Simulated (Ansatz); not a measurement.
Runs of Ansatz 0.2.0 on CuI (Marshite). The structure is cubic, space group F-43m (No. 216). Conventional cell: a = 6.063 Å, b = 6.063 Å, c = 6.063 Å, α = 90.00°, β = 90.00°, γ = 90.00°. Around I (site symmetry -43m) lie 4 Cu at 2.63 Å. Cu (site symmetry -43m) has 4 I at 2.63 Å as nearest neighbours. 

| task | level | potentials or basis | spin | cutoff (eV) | smearing | other keys | gap on the mesh (eV) | pressure (GPa) |
| --- | --- | --- | --- | --- | --- | --- | --- | --- |
| single point | r2SCAN+D3(BJ)-ATM | PseudoDojo standard (PBE files) | SOC, no magnetisation | 1252 | fixed | - | 1.27 | -2.2 |
| electron localisation function | revPBE | Ansatz PAW | SOC, no magnetisation | 420 | fermi-dirac 0.1 eV | - | 1.07 | 1.9 |
| single point | r2SCAN | Ansatz NC | SOC, no magnetisation | 1260 | methfessel-paxton 0.05 eV | scf.convergence.dr2_threshold = 1e-09; scf.n_extra_bands = 1 | (a) | -0.9 |
| projected density of states | rPW86-PBE | Ansatz PAW | SOC, no magnetisation | 420 | methfessel-paxton 0.05 eV | - | (b) | 2.7 |
| atomic charges | r2SCAN+D4 | Ansatz PAW | off | 500 | methfessel-paxton 0.05 eV | - | 1.61 | (c) |

Alike in all rows: cell as given; k mesh 8 × 8 × 8.

Q: Fill in the values left out.

A: (a) 1.45; (b) 0.88; (c) -1.5.

Caveats: the PAW data sets come from PBE, with cores solved anew for the run's functional, which leaves a small shift of forces and pressure (some runs); the potentials were made for another functional, which shifts forces and pressure (some runs); the meta-GGA runs on potentials made for a GGA (some runs); the thresholds are loose for stress (some runs); spin-orbit coupling is left out, which moves the levels of the heavy elements (some runs).

A k mesh can miss the band edges, and rows without SOC leave out spin-orbit coupling on I.

The runs don't all hold the same shells in valence.

Runs at the PBE level aren't shown here.
